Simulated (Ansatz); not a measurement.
AlN, 4 atoms in the cell. The structure is hexagonal, space group P6_3mc (No. 186). The conventional cell has a = 3.113 Å, b = 3.113 Å, c = 4.981 Å, α = 90.00°, β = 90.00°, γ = 120.00°. Al (site symmetry 3m) is surrounded by 4 N at 1.89 Å. Around N (site symmetry 3m) lie 4 Al at 1.89 Å. 

| Quantity | Value |
| --- | --- |
| Program | Ansatz 0.2.0 |
| Task | band structure |
| Functional | revPBE |
| Potentials or basis | Ansatz PAW |
| Cutoff | 420 eV (not typed: the program's choice for these potentials) |
| k mesh | 10 × 10 × 6 |
| Occupations | fermi-dirac, width 0.05 eV |
| Spin | no spin polarisation |
| Path | [["G", "M", "K", "G", "A", "L", "H", "A"], ["L", "M"], ["K", "H"]] |
| Points for each segment of the path | 14 |

Potentials or basis: Ansatz PAW.

Launch:

```bash
$ ansatz run input.yaml --threads 2 --pin off --max-ram 5632MiB --backend cpu --events-out ev --progress --plain --runs-dir out
```

Hardware: 2 threads of Intel(R) Xeon(R) Processor @ 2.50GHz (Skylake/Cascade Lake) (shared host).

Question: Estimate the wall time of this run.

Answer: Wall time 8.4 s on 2 threads of Intel(R) Xeon(R) Processor @ 2.50GHz (Skylake/Cascade Lake), with other jobs on the host, peak memory 0.36 GiB. Counts: scf iterations 6, plane waves 809, k points 56, bands 18.
